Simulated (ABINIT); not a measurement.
Set up this calculation in ABINIT 10.8.3 (patched build), as the native input.

```yaml
Task: single point
Functional: PBE
Potentials_or_basis: JTH PAW PBE v2.0
Cutoff: 680 eV
k_mesh: 7 × 7 × 7
Occupations: fermi-dirac, width 0.05 eV
Spin: no spin polarisation
Fine-grid_cutoff: 1278.94 eV
Exchange_and_correlation_inside_the_PAW_spheres: full angular mesh (pawxcdev 0, this build's default; the released program takes 1)
```

RbCl:

```xyz
2
Lattice="0.0000 3.2740 3.2740 3.2740 0.0000 3.2740 3.2740 3.2740 0.0000" Properties=species:S:1:pos:R:3 pbc="T T T"
Rb    0.0263   -0.0189   -0.0320
Cl    3.2846    3.2465    3.2184
```

The cell isn't the ideal one: atoms moved at random, drawn with an rms of 0.05 Å.

One way to write it, as run:

run.abi

```
pp_dirpath "./"
pseudos "Rb.GGA_PBE-JTH.xml, Cl.GGA_PBE-JTH.xml"

acell 4.6301352032 4.6301352032 4.6301352032 Angstrom
rprim
     0.0000000000     0.7071067812     0.7071067812
     0.7071067812     0.0000000000     0.7071067812
     0.7071067812     0.7071067812     0.0000000000
ntypat 2
znucl 37 17
natom 2
typat 1 2
xcart
     0.0497555591    -0.0356616566    -0.0604218839
     6.2070585889     6.1349680922     6.0818097032
chkprim 0
chksymtnons 0
tolsym 1.0e-6

ecut 25.0
pawecutdg 47.0

kptopt 1
ngkpt 7 7 7
nshiftk 1
shiftk 0.0 0.0 0.0

ixc 11

nband 12
occopt 3
tsmear 0.05 eV

nstep 100
tolvrs 1.0e-9

iomode 3
prtwf 0
prteig 0
prtebands 0
enunit 2
prtden 1
prtvha 1
prtvclmb 1
prtpot 1
```

Potentials or basis: JTH PAW PBE v2.0.

Launch:

```sh
$ abinit run.abi > log 2>&1
```

Results of the run:

```yaml
Pressure: 1.3 GPa
Largest_force: 0.045 eV/Å
Band_gap_on_the_k_mesh: 5.04 eV, direct
Valence_electrons_inside_the_program's_atomic_spheres: Rb 6.90; Cl 4.37
```

Caveat: an odd mesh through Γ misses points on the zone boundary, where band edges often lie.

Wall time 2.9 min on 1 thread of Arm Neoverse V1, with other jobs on the host, peak memory 0.34 GiB.
